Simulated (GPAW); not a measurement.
# CdSe (Cadmoselite) (P6_3mc) in GPAW: a series of runs

The runs below take CdSe (Cadmoselite) through dielectric tensor, equation of state, band structure, with PBE, BEEF-vdW, SCAN, vdW-DF-cx.

All numbers are computed with GPAW 26.7.0; they aren't measurements. Logs are shortened: lines on timing, memory, paths and dates and some standing lists are left out, and cuts for length are marked. The log counts tension as positive stress, the text compression.

**The experiment to reproduce.**

A printed reference work, data compilation reports, for a bulk crystal of CdSe at 2 K: band gap 1.841 eV.

The results are compared with them further down.

### 1 The crystal as given

The structure is hexagonal, space group P6_3mc (No. 186). Conventional cell: a = 4.300 Å, b = 4.300 Å, c = 7.020 Å, α = 90.00°, β = 90.00°, γ = 120.00°. Around Cd (site symmetry 3m) lie 4 Se at 2.61 to 2.70 Å. Se (site symmetry 3m) has 4 Cd at 2.61 to 2.70 Å as nearest neighbours.

### 2 Dielectric tensor, PBE

File run.py:

```python
import numpy as np
from ase import Atoms
from ase.dft.bandgap import bandgap
from ase.io import write
from gpaw import GPAW, PW
from gpaw.response.df import DielectricFunction

atoms = Atoms(['Cd', 'Cd', 'Se', 'Se'],
              cell=[[4.3, 0.0, 0.0],
                    [-2.15, 3.7239092363, 0.0],
                    [0.0, 0.0, 7.02]],
              scaled_positions=[[0.6666666667, 0.3333333333, 0.5],
                                [0.3333333333, 0.6666666667, 0.0],
                                [0.6666666667, 0.3333333333, 0.885],
                                [0.3333333333, 0.6666666667, 0.385]],
              pbc=True)

calc = GPAW(mode=PW(450),
            xc='PBE',
            kpts={'size': (6, 6, 3), 'gamma': True},
            occupations={'name': 'fermi-dirac', 'width': 0.001},
            nbands=31,
            convergence={'density': 1e-06},
            maxiter=150,
            txt='gpaw.txt')
atoms.calc = calc
energy = atoms.get_potential_energy()
calc.write('gs.gpw')
write('result.traj', atoms)
print(f'Energy: {energy:.6f} eV')
print('Fermi level:', round(calc.get_fermi_level(), 4), 'eV')
print(f'Gap: {bandgap(calc)[0]:.4f} eV, direct: {bandgap(calc, direct=True)[0]:.4f} eV')

for size in [(10, 10, 6), (14, 14, 8)]:
    name = 'x'.join(str(n) for n in size)
    dense = calc.fixed_density(kpts={'size': size, 'gamma': True},
                               nbands=64, convergence={'bands': 58, 'eigenstates': 1e-7},
                               update_fermi_level=True, txt=f'dense-{name}.txt')
    dense.write(f'{name}.gpw', mode='all')
    df = DielectricFunction(f'{name}.gpw', frequencies=np.array([0.0]), hilbert=False, eta=0.001,
                            ecut=80, nbands=58, intraband=False, txt=f'df-{name}.txt')
    for xc in ['RPA', 'LR0.3', 'ALDA_X']:
        for direction in ['x', 'y', 'z', [0, 1, 1], [1, 0, 1], [1, 1, 0]]:
            e0, e = df.get_macroscopic_dielectric_constant(xc=xc, direction=direction)
            print(f'{name} {xc} {direction}: {e0:.4f} without, {e:.4f} with local fields')
```

Potentials or basis: GPAW PAW data sets (gpaw-data 1.2.1), pw.

The run is started by

```sh
OMP_NUM_THREADS=1 python run.py
```

gpaw.txt:

```text
__  _  _
 | _ |_)|_||  |
 |__||  | ||/\| - 26.7.0

Input parameters:
  mode=PW(ecut=450.00000000000006),
  convergence={'density': 1e-06},
  kpts=MonkhorstPack(size=(6, 6, 3), gamma=True),
  maxiter=150,
  nbands=31,
  occupations=Occupations(name='fermi-dirac', width=0.001),
  xc=XC(name='PBE')

Diagonalizing LCAO Hamiltonian
Converting LCAO to pw mode

            Se

        Se  Cd

        Cd

Atoms  # Å, Bohr magnetons
|   | symbol |         x |        y |        z |    initial magnetic moments |
|---|--------|-----------|----------|----------|-----------------------------|
| 0 |     Cd |  2.150000 | 1.241303 | 3.510000 | ( 0.0000,  0.0000,  0.0000) |
| 1 |     Cd | -0.000000 | 2.482606 | 0.000000 | ( 0.0000,  0.0000,  0.0000) |
| 2 |     Se |  2.150000 | 1.241303 | 6.212700 | ( 0.0000,  0.0000,  0.0000) |
| 3 |     Se | -0.000000 | 2.482606 | 2.702700 | ( 0.0000,  0.0000,  0.0000) |

Unit cell  # Å
| periodic |         x |        y |        z |  lengths |     angles |
|----------|-----------|----------|----------|----------|------------|
|      yes |  4.300000 | 0.000000 | 0.000000 | 4.300000 |  90.000000 |
|      yes | -2.150000 | 3.723909 | 0.000000 | 4.300000 |  90.000000 |
|      yes |  0.000000 | 0.000000 | 7.020000 | 7.020000 | 120.000000 |

Number of symmetries: 6
Symmetry operations  # r_c * U_cc + t_c -> r_c
|   | kind |            matrix            |
|---|------|------------------------------|
| 0 |  σ   |  1, 1, 0,  0,-1, 0,  0, 0, 1 |
| 1 |  E   |  1, 0, 0,  0, 1, 0,  0, 0, 1 |
| 2 |  C3  |  0, 1, 0, -1,-1, 0,  0, 0, 1 |
| 3 |  σ   |  0,-1, 0, -1, 0, 0,  0, 0, 1 |
| 4 |  σ   | -1, 0, 0,  1, 1, 0,  0, 0, 1 |
| 5 |  C3  | -1,-1, 0,  1, 0, 0,  0, 0, 1 |

BZ-sampling:
  Number of BZ points: 108
  Number of IBZ points: 17

  Monkhorst-Pack size: [6, 6, 3]
  Monkhorst-Pack shift: [0.08333333333333333, 0.08333333333333333, 0.0]

K-points  # in reciprocal-cell coordinates
|     |                                coordinates |     weight |
|-----|--------------------------------------------|------------|
|   0 | (  0.00000000,   0.00000000,   0.00000000) | 0.00925926 |
|   1 | (  0.00000000,   0.00000000,   0.33333333) | 0.01851852 |
|   2 | (  0.16666667,   0.00000000,  -0.33333333) | 0.05555556 |
|   3 | (  0.16666667,   0.00000000,   0.00000000) | 0.05555556 |
|   4 | (  0.16666667,   0.00000000,   0.33333333) | 0.05555556 |
|   5 | (  0.33333333,  -0.16666667,   0.00000000) | 0.05555556 |
|   6 | (  0.33333333,  -0.16666667,   0.33333333) | 0.11111111 |
|   7 | (  0.33333333,   0.00000000,  -0.33333333) | 0.05555556 |
|   8 | (  0.33333333,   0.00000000,   0.00000000) | 0.05555556 |
|   9 | (  0.33333333,   0.00000000,   0.33333333) | 0.05555556 |
| ... |                                            |            |
|  16 | (  0.50000000,   0.50000000,   0.33333333) | 0.05555556 |

Plane wave coefficients: 2448
Cutoff: 450.00000000000006 eV

Spin-components: 1 (collinear spins)
Bands:           31
Projectors:      22
Spin-degeneracy: 2
Datatype:        complex128

Parallelization:
  kpt:    1
  domain: 1
  band:   1

Density:
  Valence electrons: 36.0
  Components: 1
  Grid points: [24 24 35]
  Charge: 0.0  # |e|

Potential:
  Grid points: [24 24 35]

species:
  Cd:
    name:    Cadmium
    Z:       48.0
    valence: 12
    core:    36
    charge:  0.0  # [|e|]
    compensation charges:
      type: gauss
      rc: 0.38  # [Å]
      lmax: 2
    cutoffs:
      filter: 2.12  # [Å]
      core: 2.62  # [Å]
    projectors
    | kind |    occ | energy [eV] | rcut [Å] |
    |------|--------|-------------|----------|
    |   5s |  2.000 |      -5.655 |    1.191 |
    |   5p |  0.000 |      -1.186 |    1.228 |
    |   4d | 10.000 |     -11.739 |    1.164 |
    |    s |        |      21.556 |    1.191 |
    |    p |        |      26.026 |    1.228 |
    |    d |        |      15.473 |    1.164 |

    Using partial waves for Cd as LCAO basis

  Se:
    name:    Selenium
    Z:       34.0
    valence: 6
    core:    28
    charge:  0.0  # [|e|]
    compensation charges:
      type: gauss
      rc: 0.27  # [Å]
      lmax: 2
    cutoffs:
      filter: 1.77  # [Å]
      core: 2.67  # [Å]
    projectors
    | kind |    occ | energy [eV] | rcut [Å] |
    |------|--------|-------------|----------|
    |   4s |  2.000 |     -17.277 |    0.847 |
    |   4p |  4.000 |      -6.512 |    1.005 |
    |    s |        |       9.935 |    0.847 |
    |    p |        |      20.699 |    1.005 |
    |    d |        |       0.000 |    0.847 |

    Using partial waves for Se as LCAO basis

Reference energy: -436553.300934  # eV

eigensolver:
  PPCG
  Converge bands: occupied
  niter=2

density mixing:
  MSR1-Mixer
  Pratt-step length: 0.05
  Maximum mixing coefficient: 0.75
  Old densities: 10
  SVD Regularization: 0.005
  Good broyden scale: 1.0
  Trust region scale: 1.0
  Backstep threshold: 4.0
  History deletion threshold: 6.0
  Fourier metric: weight=20.0, sigma=0.015

occupation numbers:
  Fermi-Dirac:
    width: 0.0010  # eV

poisson solver:
  ecut: 3600.0000000000005  # eV

xc functional:
  name: PBE with 2 nearest neighbor stencil

convergence criteria:
- Maximum integral of absolute [dens]ity change: 1e-06 electrons / valence electron
- Maximum [total energy] change in last 3 cyles: 0.0005 eV / valence electron
- Maximum integral of absolute [eigenst]ate change: 4e-08 eV^2 / valence electron
maximum number of iterations: 150

SCF iterations
|iter     | |      energy | eigst |  dens |
|---------|-|-------------|-------|-------|
|iter:   1| |  -11.942041 | -0.68 |       |
|iter:   2| |  -11.789071 | -2.54 | -1.17 |
|iter:   3| |  -11.237050 | -1.52 | -1.22 |
|iter:   4| |  -11.234647 | -3.36 | -1.80 |
|iter:   5| |  -11.234001c| -3.79 | -2.25 |
|iter:   6| |  -11.234065c| -5.19 | -2.95 |
|iter:   7| |  -11.234072c| -6.52 | -3.53 |
|iter:   8| |  -11.234072c| -7.63c| -4.52 |
|iter:   9| |  -11.234072c| -7.80c| -4.83 |
|iter:  10| |  -11.234072c| -8.12c| -5.19 |
|iter:  11| |  -11.234072c| -8.84c| -5.96 |
|iter:  12| |  -11.234072c| -9.46c| -6.31c|

Converged in 12 steps
Energy contributions relative to reference atoms: (reference = -436553.300934)

Energy contributions:
  Kinetic:          41.418697
  Coulomb:         -37.243859
  Zero:              0.117367
  External:          0.000000
  Xc:              -15.526277
  Entropy:          -0.000000
  Spinorbit:         0.000000
  ----------------------------
  Free energy:     -11.234072
  Extrapolated:    -11.234072

dipole moment: (0.000015, 0.000005, -18.303301)  # |e|*Ang

Fermi level: 3.725
Eigenvalues  # (at kpt = [0.000, 0.000, 0.000])
| band index |      eig [eV] | occ [0-2] |
|------------|---------------|-----------|
|          0 |        -8.963 |     2.000 |
|        ... |               |           |
|         10 |        -3.833 |     2.000 |
|         11 |        -3.551 |     2.000 |
|         12 |        -0.618 |     2.000 |
|         13 |         2.908 |     2.000 |
|         14 |         2.908 |     2.000 |
|         15 |         3.619 |     2.000 |
[... 8 lines left out ...]
|         24 |        10.606 |     0.000 |
|         25 |        11.333 |     0.000 |
|        ... |               |           |
|         30 |        14.640 |     0.000 |

Gap: 0.695 eV
Transition (v -> c):
  (s=0, k=0, n=17, [0.00, 0.00, 0.00]) -> (s=0, k=0, n=18, [0.00, 0.00, 0.00])
No difference between direct/indirect transitions
# Writing to gs.gpw (mode='')
```

It took 14 min on 1 thread of Intel Xeon 6975P-C (Granite Rapids), shared host; peak memory 2.4 GiB.

Results:

* Free energy: -11.2341 eV
* Band gap on the k mesh: 0.70 eV, direct
* Electronic dielectric tensor (diagonal): 7.12, 7.12, 7.15

Electronic dielectric tensor:
```
7.12 0.00 0.00
0.00 7.12 0.00
0.00 0.00 7.15
```

Caveat: the dielectric constant isn't converged in the k mesh; the gap is small at this level, which inflates the dielectric constant; the long-wavelength limit can be off by several per cent where d states take part.

### 3 Equation of state, BEEF-vdW

File run.py:

```python
from ase import Atoms
from ase.eos import EquationOfState
from ase.io import Trajectory
from ase.units import GPa
from gpaw import GPAW, PW

atoms = Atoms(['Cd', 'Cd', 'Se', 'Se'],
              cell=[[4.3, 0.0, 0.0],
                    [-2.15, 3.7239092363, 0.0],
                    [0.0, 0.0, 7.02]],
              scaled_positions=[[0.6666666667, 0.3333333333, 0.5],
                                [0.3333333333, 0.6666666667, 0.0],
                                [0.6666666667, 0.3333333333, 0.885],
                                [0.3333333333, 0.6666666667, 0.385]],
              pbc=True)

traj = Trajectory('eos.traj', 'w')
volumes, energies = [], []
for x in [0.94, 0.96, 0.98, 1.0, 1.02, 1.04, 1.06]:
    a = atoms.copy()
    a.set_cell(atoms.cell * x**(1 / 3), scale_atoms=True)
    calc = GPAW(mode=PW(600),
                xc={'name': 'BEEF-vdW', 'backend': 'libvdwxc'},
                kpts={'size': (5, 5, 3), 'gamma': True},
                occupations={'name': 'fermi-dirac', 'width': 0.05},
                nbands=31,
                convergence={'density': 1e-05, 'energy': 1e-05},
                maxiter=150,
                txt=f'eos-{x:.2f}.txt')
    a.calc = calc
    energies.append(a.get_potential_energy(force_consistent=True))
    volumes.append(a.get_volume())
    calc.write(f'eos-{x:.2f}.gpw')
    traj.write(a)
    print(f'{x:.2f} {volumes[-1]:10.4f} A^3 {energies[-1]:14.6f} eV', flush=True)

v0, e0, B = EquationOfState(volumes, energies, eos='birchmurnaghan').fit()
print(f'V0 = {v0:.4f} A^3, E0 = {e0:.6f} eV, B0 = {B / GPa:.2f} GPa')
```

Potentials or basis: GPAW PAW data sets (gpaw-data 1.2.1), pw.

The run is started by

```sh
OMP_NUM_THREADS=1 python run.py
```

Run time: 2.3 min. Hardware: 1 thread of Intel Xeon Platinum 8488C (Sapphire Rapids), shared host; peak memory 0.46 GiB.

The run converged. Its results:

```yaml
Equilibrium_volume: "30.73 Å³/atom (rough: see the caveat)"
Bulk_modulus_at_fixed_shape_and_positions: 39 GPa (rough)
```

Energy against volume, from the lowest point:
| volume (Å³/atom) | energy (meV/atom) |
| --- | --- |
| 26.416 | 96.78 |
| 26.978 | 69.18 |
| 27.540 | 46.79 |
| 28.102 | 29.18 |
| 28.665 | 15.83 |
| 29.227 | 6.21 |
| 29.789 | 0.00 |

Caveat: the minimum lies outside the volumes run; the cell was scaled at fixed shape and fractional positions, which overstates the stiffness of a crystal with free parameters, most of all of layers and chains; the PAW data sets were made with another functional, which shifts forces and pressure a little.

### 4 Equation of state, PBE

File run.py:

```python
from ase.eos import EquationOfState
from ase.io import Trajectory, read
from ase.units import GPa
from gpaw import GPAW, PW, setup_paths

setup_paths.insert(0, '.')

atoms = read('CdSe.xyz')

traj = Trajectory('eos.traj', 'w')
volumes, energies = [], []
for x in [0.94, 0.96, 0.98, 1.0, 1.02, 1.04, 1.06]:
    a = atoms.copy()
    a.set_cell(atoms.cell * x**(1 / 3), scale_atoms=True)
    calc = GPAW(mode=PW(1100),
                xc='PBE',
                kpts={'size': (5, 5, 3), 'gamma': True},
                occupations={'name': 'fermi-dirac', 'width': 0.05},
                setups='sg15',
                nbands=-13,
                convergence={'density': 1e-05, 'energy': 1e-05},
                maxiter=150,
                txt=f'eos-{x:.2f}.txt')
    a.calc = calc
    energies.append(a.get_potential_energy(force_consistent=True))
    volumes.append(a.get_volume())
    p = -a.get_stress()[:3].mean() / GPa
    calc.write(f'eos-{x:.2f}.gpw')
    traj.write(a)
    print(f'{x:.2f} {volumes[-1]:10.4f} A^3 {energies[-1]:14.6f} eV {p:9.3f} GPa', flush=True)

v0, e0, B = EquationOfState(volumes, energies, eos='birchmurnaghan').fit()
print(f'V0 = {v0:.4f} A^3, E0 = {e0:.6f} eV, B0 = {B / GPa:.2f} GPa')
```

File CdSe.xyz:

```xyz
4
Lattice="4.3000000000 0.0000000000 0.0000000000 -2.1500000000 3.7239092363 0.0000000000 0.0000000000 0.0000000000 7.0200000000" Properties=species:S:1:pos:R:3 pbc="T T T"
Cd     2.1500000002      1.2413030786      3.5100000000
Cd    -0.0000000002      2.4826061577      0.0000000000
Se     2.1500000002      1.2413030786      6.2127000000
Se    -0.0000000002      2.4826061577      2.7027000000
```

Potentials or basis: SG15 ONCV 1.2, pw.

The run is started by

```sh
OMP_NUM_THREADS=1 python run.py
```

It took 5.8 min on 1 thread of Intel Xeon 6975P-C (Granite Rapids), shared host; peak memory 0.52 GiB.

Results (log left out):

| Quantity | Value |
| --- | --- |
| Equilibrium volume | 29.93 Å³/atom (rough: see the caveat) |
| Bulk modulus at fixed shape and positions | 44 GPa (rough) |

Energy against volume, from the lowest point:
| volume (Å³/atom) | energy (meV/atom) |
| --- | --- |
| 26.416 | 72.48 |
| 26.978 | 49.14 |
| 27.540 | 30.94 |
| 28.102 | 17.38 |
| 28.665 | 8.00 |
| 29.227 | 2.32 |
| 29.789 | 0.00 |

Caveat: the minimum lies outside the volumes run; the cell was scaled at fixed shape and fractional positions, which overstates the stiffness of a crystal with free parameters, most of all of layers and chains.

### 5 Band structure, SCAN, spin-orbit coupling, no magnetisation

File run.py:

```python
import numpy as np
from ase.dft.bandgap import bandgap
from ase.io import read, write
from ase.units import GPa
from gpaw import GPAW, PW
from gpaw.spinorbit import soc_eigenstates

atoms = read('CdSe.xyz')

calc = GPAW(mode=PW(600),
            xc='MGGA_X_SCAN+MGGA_C_SCAN',
            kpts={'size': (5, 5, 3), 'gamma': True},
            occupations={'name': 'fermi-dirac', 'width': 0.05},
            nbands=31,
            convergence={'density': 1e-05, 'energy': 1e-05},
            maxiter=150,
            txt='gpaw.txt')
atoms.calc = calc
energy = atoms.get_potential_energy()
forces = atoms.get_forces()
stress = atoms.get_stress()
calc.write('gs.gpw')
write('result.traj', atoms)
print(f'Energy: {energy:.6f} eV')
print('Forces (eV/A):')
print(forces.round(4))
print('Stress (GPa):', (stress / GPa).round(3))
print('Fermi level:', round(calc.get_fermi_level(), 4), 'eV')
print(f'Gap: {bandgap(calc)[0]:.4f} eV, direct: {bandgap(calc, direct=True)[0]:.4f} eV')

path = atoms.cell.bandpath('GMKGALHA,LM,KH', npoints=80, eps=1e-4)
bs_calc = calc.fixed_density(kpts=path, symmetry='off', nbands=52,
                             convergence={'bands': 'CBM+6.0', 'eigenstates': 1e-6}, txt='bands.txt')
bs = bs_calc.band_structure()
bs.write('bs.json')
print(f'Gap on the path: {bandgap(bs_calc)[0]:.4f} eV')

soc = soc_eigenstates(bs_calc, theta=90, phi=0, ignore_xc_potential=True)
np.savetxt('soc_bands.dat', soc.eigenvalues(), fmt='%.4f')
mesh = soc_eigenstates('gs.gpw', theta=90, phi=0, ignore_xc_potential=True)
np.savetxt('soc_mesh.dat', mesh.eigenvalues(), fmt='%.4f')
print('Fermi level with spin-orbit coupling:', round(mesh.fermi_level, 4), 'eV')
```

CdSe.xyz is that of step 4.

Potentials or basis: GPAW PAW data sets (gpaw-data 1.2.1), pw.

The run is started by

```sh
OMP_NUM_THREADS=1 python run.py
```

It took 3.5 min on 1 thread of Intel Xeon 6975P-C (Granite Rapids), shared host; peak memory 0.72 GiB.

The run converged. Its results:

- Free energy: -90.9704 eV
- Pressure: 1.0 GPa
- Largest force: 0.277 eV/Å
- Band gap on the k mesh: 0.95 eV, direct
- Band gap along the path: 0.95 eV, direct

Forces in eV/Å, atoms in the order of the input:
```
Cd   0.000  0.000  0.277
Cd   0.000  0.000  0.277
Se   0.000  0.000 -0.260
Se   0.000  0.000 -0.260
```

Stress tensor (GPa, compression positive):
```
 1.61  0.00  0.00
 0.00  1.61  0.00
 0.00  0.00 -0.32
```

Levels at the corners of the path, in eV from the valence-band top:
| point | band 34 | band 35 | band 36 | band 37 | band 38 | band 39 |
| --- | --- | --- | --- | --- | --- | --- |
| Γ | -0.01 | 0.00 | 0.00 | 0.95 | 0.95 | 2.37 |
| M | -1.42 | -0.95 | -0.95 | 3.45 | 3.45 | 3.53 |
| K | -1.95 | -1.85 | -1.85 | 4.49 | 4.49 | 4.92 |
| Γ | -0.01 | 0.00 | 0.00 | 0.95 | 0.95 | 2.37 |
| A | -0.38 | -0.38 | -0.38 | 2.57 | 2.57 | 2.57 |
| L | -1.40 | -1.40 | -1.40 | 3.19 | 3.19 | 3.19 |
| H | -1.24 | -1.19 | -1.19 | 4.04 | 4.04 | 4.11 |
| A | -0.38 | -0.38 | -0.38 | 2.57 | 2.57 | 2.57 |
| L | -1.40 | -1.40 | -1.40 | 3.19 | 3.19 | 3.19 |
| M | -1.42 | -0.95 | -0.95 | 3.45 | 3.45 | 3.53 |
| K | -1.95 | -1.85 | -1.85 | 4.49 | 4.49 | 4.92 |
| H | -1.24 | -1.19 | -1.19 | 4.04 | 4.04 | 4.11 |

Caveat: spin-orbit coupling was added after a scalar SCF, so levels and gaps hold it while energy, forces, pressure and moments don't; this program's spin-orbit splittings come out too wide for heavy elements; the PAW data sets were made with another functional, which shifts forces and pressure a little.

(Part 1 of 2 ends here.)
